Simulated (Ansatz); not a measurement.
The system is Sb.

```xyz
2
Lattice="3.1224 0.0000 0.0000 0.0000 4.3475 0.0000 -0.0389 0.0000 4.4059" Properties=species:S:1:pos:R:3 pbc="T T T"
Sb    0.0262    1.0869    1.0625
Sb    3.0573    3.2606    3.3433
```

This isn't the form of Sb at room conditions, which is rhombohedral.

Base run:

```yaml
Program: Ansatz 0.2.0
Functional: PBEsol
Potentials_or_basis: Ansatz PAW
Cutoff: 420 eV
Density_cutoff: 1680 eV
k_mesh: 9 × 6 × 6
Occupations: fermi-dirac, width 0.05 eV
Spin: no spin polarisation
```

Its results: band gap on the k mesh none (metal or under the smearing width); pressure -2.2 GPa; largest force 0.045 eV/Å.

Question: The run is repeated on the same cell with these changes: functional from PBEsol to LDA. What comes out?

Answer: Band gap on the k mesh none (metal or under the smearing width); pressure -3.3 GPa; largest force 0.037 eV/Å.

LDA binds more tightly than PBEsol, so the same cell stands under less pressure.

Caveats: the PAW data sets come from PBE, with cores solved anew for the run's functional, which leaves a small shift of forces and pressure.

Not every run made on this cell is shown here.
